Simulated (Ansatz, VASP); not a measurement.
Given: the input of a run of Ansatz 0.2.0 on AlCu3.

File input.yaml:

```yaml
crystal:
  lattice:
    - [3.6614659592, 0.0, 0.0]
    - [0.0, 3.6614659592, 0.0]
    - [0.0, 0.0, 3.6614659592]
  atoms:
    - { symbol: Cu, position: [0.0, 0.5, 0.5] }
    - { symbol: Cu, position: [0.5, 0.0, 0.5] }
    - { symbol: Cu, position: [0.5, 0.5, 0.0] }
    - { symbol: Al, position: [0.0, 0.0, 0.0] }
hamiltonian:
  xc: pbesol
  pseudopotentials: { kind: paw }
kpoints:
  mp_grid: { grid: [7, 7, 7] }
scf:
  occupations: { method: fermi_dirac, width: 0.05 }
output:
  forces: true
  stress: true
  eigenvalues: true
```

Potentials or basis: Ansatz PAW.

Launch:

```sh
$ ansatz run input.yaml --threads 1 --pin off --max-ram 3584MiB --backend cpu --events-out ev --progress --plain --runs-dir out
```

Q: Set up the same calculation for VASP 6.6.1. Potentials there: VASP PAW PBE potentials, release 64 (Cu, Al).

A: As run (the cutoff follows the program's own potentials):

The input INCAR:

```
  PREC = Accurate
  ENCUT = 520
  EDIFF = 1E-7
  ISMEAR = -1
  SIGMA = 0.05
  LREAL = F
  LASPH = T
  NELM = 100
  ALGO = Normal
  ISIF = 2
  LWAVE = F
  LCHARG = F
  GGA = PS
  NBANDS = 26
```

File KPOINTS:

```
Automatic mesh
0
Gamma
  7 7 7
```

The input POSCAR:

```
AlCu3
1.0
    3.6614659592      0.0000000000      0.0000000000
    0.0000000000      3.6614659592      0.0000000000
    0.0000000000      0.0000000000      3.6614659592
Cu Al
3 1
Direct
    0.0000000000      0.5000000000      0.5000000000
    0.5000000000      0.0000000000      0.5000000000
    0.5000000000      0.5000000000      0.0000000000
    0.0000000000      0.0000000000      0.0000000000
```

Potentials or basis: VASP PAW PBE potentials, release 64 (Cu, Al).

Command:

```sh
$ cat potpaw_PBE.64/Cu/POTCAR potpaw_PBE.64/Al/POTCAR > POTCAR
$ mpirun -np 1 vasp_std > vasp.out
```

Both were run:

|  | VASP | Ansatz | Ansatz less VASP |
| --- | --- | --- | --- |
| gap on the k mesh at the Fermi level (eV) | none | none | - |
| pressure (GPa) | -3.0 | -3.6 | -0.54 |

A gap of «none» marks a metal or a gap that the smearing closes. The two sets of potentials don't hold the same shells in valence.

Caveats: the PAW data sets were made with another functional, which shifts forces and pressure a little (VASP); the PAW data sets come from PBE, with cores solved anew for the run's functional, which leaves a small shift of forces and pressure (Ansatz).
